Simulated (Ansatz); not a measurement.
**TaN: squeezing one contact**

The task here is to estimate one member of a computed series from the others.

Program: Ansatz 0.2.0. Level of theory: DFT PBE, with the methods named in each step. These are calculated values, not measurements.

1 further run of the same task is left out (it didn't finish). Runs told in other sessions of the task aren't counted.

## Starting point

It takes space group P-6m2 (No. 187, hexagonal). Conventional cell: a = 2.938 Å, b = 2.938 Å, c = 2.883 Å, α = 90.00°, β = 90.00°, γ = 120.00°. Around Ta (site symmetry -6m2) lie 6 N at 2.23 Å. Around N (site symmetry -6m2) lie 6 Ta at 2.23 Å.

Structure file:

```
Ta N
1.0
     2.93800    0.00000    0.00000
    -1.46900    2.54438    0.00000
     0.00000    0.00000    2.88300
Ta N
1 1
Direct
  0.33333 0.66667 0.50000
  0.00000 0.00000 0.00000
```

Atoms are numbered in the order of the input: Ta1, N2.

Set-up of the first run:

File input.yaml:

```yaml
crystal:
  lattice:
    - [2.938, 0.0, 0.0]
    - [-1.469, 2.5443826363, 0.0]
    - [0.0, 0.0, 2.883]
  atoms:
    - { symbol: Ta, position: [0.3333333333, 0.6666666667, 0.5] }
    - { symbol: "N", position: [0.0, 0.0, 0.0] }
kpoints:
  mp_grid: { grid: [9, 9, 8] }
scf:
  occupations: { method: fermi_dirac, width: 0.03 }
hamiltonian:
  xc: pbe
  pseudopotentials: { kind: all_electron, lapw: { basis_error: 0.001 } }
output:
  forces: true
  stress: true
  eigenvalues: true
  populations: true
```

Run with:

```bash
$ ansatz run input.yaml --threads 1 --pin off --max-ram 2048MiB --backend cpu --events-out ev --progress --plain --runs-dir out
```

Among the steps run: The bond as given, LAPW; Shortest bond scaled by 1, crystal datasets; Shortest bond scaled by 0.94, LAPW; Shortest bond scaled by 0.76, LAPW; Shortest bond scaled by 0.76, norm-conserving; Shortest bond scaled by 0.7, LAPW; Shortest bond scaled by 0.7, norm-conserving; Shortest bond scaled by 0.64, LAPW; Shortest bond scaled by 0.64, norm-conserving.

One of the session's tables, all rows but one given; the rest of the session is left out.

| method | length (Å) | force along the bond (eV/Å) | pressure (GPa) | largest force (eV/Å) |
| --- | --- | --- | --- | --- |
| LAPW | 1.425 | 37.127 | 168.65 | 37.136 |
| LAPW | 1.558 | 21.434 | 108.60 | 21.447 |
| LAPW | 1.692 | ? | ? | ? |
| LAPW | 2.092 | 1.926 | 7.91 | 1.927 |
| LAPW | 2.226 | 0.000 | 4.85 | 0.000 |
| PAW | 1.425 | 38.083 | 172.83 | 38.092 |
| PAW | 1.558 | 21.722 | 110.23 | 21.735 |
| PAW | 1.692 | 13.590 | 66.01 | 13.597 |
| PAW | 2.092 | 1.940 | 7.79 | 1.941 |
| PAW | 2.226 | 0.000 | 4.68 | 0.000 |
| PAW (cutoff 800 eV) | 1.425 | 38.063 | 172.76 | 38.073 |
| crystal datasets | 2.226 | 0.000 | 4.85 | 0.000 |
| norm-conserving | 1.425 | 38.161 | 171.44 | 38.170 |
| norm-conserving | 1.558 | 21.828 | 109.71 | 21.841 |
| norm-conserving | 1.692 | 13.547 | 65.49 | 13.554 |

Q: Estimate the row for LAPW, 1.692 from the others.

As computed: force along the bond (eV/Å): 13.429; pressure (GPa): 65.13; largest force (eV/Å): 13.436. In the column «force along the bond (eV/Å)» it lies between PAW, 2.092 (1.940) and norm-conserving, 1.692 (13.547).

Caveats from the session: Warnings in the runs' records: gradients without spin orbit, crystal datasets made.
